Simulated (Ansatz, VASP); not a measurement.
Two plane-wave programs on SnTe3

```
Te Sn
1.0
     0.00000    3.80903    3.80903
     3.80903    0.00000    3.80903
     3.80903    3.80903    0.00000
Te Sn
3 1
Direct
  0.50000 0.50000 0.50000
  0.75000 0.75000 0.75000
  0.25000 0.25000 0.25000
  0.00000 0.00000 0.00000
```

Change from the starting cell: volume scaled by 0.96.

Alike in both runs: task single point; functional PBEsol; k mesh 6 × 6 × 6; occupations fermi-dirac, width 0.05 eV; no spin polarisation.

|  | VASP | Ansatz |
| --- | --- | --- |
| version | VASP 6.6.1 | Ansatz 0.2.0 |
| potentials or method | VASP PAW PBE potentials, release 64 (Te, Sn_d) | Ansatz PAW |
| plane-wave cutoff (eV) | 520 | 420 |
| valence electrons in the cell | 32 | 62 |

|  | VASP | Ansatz | Ansatz less VASP |
| --- | --- | --- | --- |
| gap on the k mesh at the Fermi level (eV) | none | none | - |
| pressure (GPa) | -0.8 | -0.8 | 0.00 |

A gap of «none» marks a metal or a gap that the smearing closes. With one functional, cell and mesh, what is left measures potentials, basis and numerics. The two sets of potentials don't hold the same shells in valence.

Caveats: the PAW data sets were made with another functional, which shifts forces and pressure a little (VASP); the PAW data sets come from PBE, with cores solved anew for the run's functional, which leaves a small shift of forces and pressure (Ansatz). Spin-orbit coupling is left out, which matters for the levels of Te.
